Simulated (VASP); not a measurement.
A calculation with VASP 6.6.1 of KCl (ASE script, structure from a CIF):

The input run.py:

```python
from ase.calculators.vasp import Vasp
from ase.dft.bandgap import bandgap
from ase.io import read

atoms = read('KCl.cif', primitive_cell=True, subtrans_included=False)
calc = Vasp(
    directory='calc',
    xc='lda',
    pp='LDA',
    setups='recommended',
    pp_version='54',
    prec='Accurate',
    encut=520,
    ediff=1e-07,
    ismear=0,
    sigma=0.02,
    lreal=False,
    lasph=True,
    nelm=80,
    algo='Fast',
    isif=2,
    lwave=False,
    lcharg=True,
    lelf=True,
    lvhar=True,
    kpts=[7, 7, 7],
    gamma=True,
)
atoms.calc = calc

print('energy (eV):', atoms.get_potential_energy())
print('free energy (eV):', atoms.get_potential_energy(force_consistent=True))
print('forces (eV/A):')
print(atoms.get_forces())
print('stress (eV/A^3, Voigt):', atoms.get_stress())
print('Fermi level (eV):', calc.get_fermi_level())
gap, top, bottom = bandgap(calc)
print('band gap (eV):', gap, 'from (spin, k, band)', top, 'to', bottom)
```

The input KCl.cif:

```cif
data_KCl
_cell_length_a 3.83919600
_cell_length_b 3.83919600
_cell_length_c 3.83919600
_cell_angle_alpha 90.00000000
_cell_angle_beta 90.00000000
_cell_angle_gamma 90.00000000
_space_group_name_H-M_alt 'Pm-3m'
_space_group_name_Hall '-P 4 2 3'
_space_group_IT_number 221
loop_
_space_group_symop_operation_xyz
'x,y,z'
'-x,-y,-z'
'-y,x,z'
'y,-x,-z'
'-x,-y,z'
'x,y,-z'
'y,-x,z'
'-y,x,-z'
'x,-y,-z'
'-x,y,z'
'-y,-x,-z'
'y,x,z'
'-x,y,-z'
'x,-y,z'
'y,x,-z'
'-y,-x,z'
'z,x,y'
'-z,-x,-y'
'z,-y,x'
'-z,y,-x'
'z,-x,-y'
'-z,x,y'
'z,y,-x'
'-z,-y,x'
'-z,x,-y'
'z,-x,y'
'-z,-y,-x'
'z,y,x'
'-z,-x,y'
'z,x,-y'
'-z,y,x'
'z,-y,-x'
'y,z,x'
'-y,-z,-x'
'x,z,-y'
'-x,-z,y'
'-y,z,-x'
'y,-z,x'
'-x,z,y'
'x,-z,-y'
'-y,-z,x'
'y,z,-x'
'-x,-z,-y'
'x,z,y'
'y,-z,-x'
'-y,z,x'
'x,-z,y'
'-x,z,-y'
loop_
_atom_site_label
_atom_site_type_symbol
_atom_site_symmetry_multiplicity
_atom_site_Wyckoff_symbol
_atom_site_fract_x
_atom_site_fract_y
_atom_site_fract_z
_atom_site_occupancy
K1 K 1 a 0.0000000000 0.0000000000 0.0000000000 1
Cl1 Cl 1 b 0.5000000000 0.5000000000 0.5000000000 1
```

Potentials or basis: VASP PAW LDA potentials, release 54 (K_sv, Cl).

The run is started by

```console
$ python run.py
```

Measurements of this composition are mostly on another form, of space group No. 225.

Problem. Write the same calculation in another form: native input, structure from a POSCAR.

Solution. As run:

The input INCAR:

```
SYSTEM = KCl
PREC = Accurate ; ENCUT = 520
EDIFF = 1E-6 ; ISMEAR = 0
SIGMA = 0.02 ; LREAL = .FALSE.
LASPH = .TRUE. ; NELM = 100
ALGO = Fast ; ISIF = 2
LWAVE = .FALSE. ; LCHARG = .TRUE.
LELF = .TRUE. ; LVHAR = .TRUE.
NBANDS = 15
```

File KPOINTS:

```
regular mesh
0
G
  7 7 7
  0 0 0
```

File POSCAR:

```
KCl
1.0
    3.8391960000      0.0000000000      0.0000000000
    0.0000000000      3.8391960000      0.0000000000
    0.0000000000      0.0000000000      3.8391960000
K Cl
1 1
Direct
    0.0000000000      0.0000000000      0.0000000000
    0.5000000000      0.5000000000      0.5000000000
```

Potentials or basis: VASP PAW LDA potentials, release 54 (K_sv, Cl).

The run is started by

```bash
$ cat potpaw_LDA.54/K_sv/POTCAR potpaw_LDA.54/Cl/POTCAR > POTCAR
$ mpirun -np 1 vasp_std > vasp.out
```

Both were run:

|  | ASE script, structure from a CIF | native input, structure from a POSCAR |
| --- | --- | --- |
| Pressure | -3.1 GPa | -3.1 GPa |
| Band gap on the k mesh | 4.39 eV, indirect (least direct gap 4.58 eV) | 4.39 eV, indirect (least direct gap 4.58 eV) |

Keys that steer only the numerical path or the files written may differ.

Caveat: an odd mesh through Γ misses points on the zone boundary, where band edges often lie.
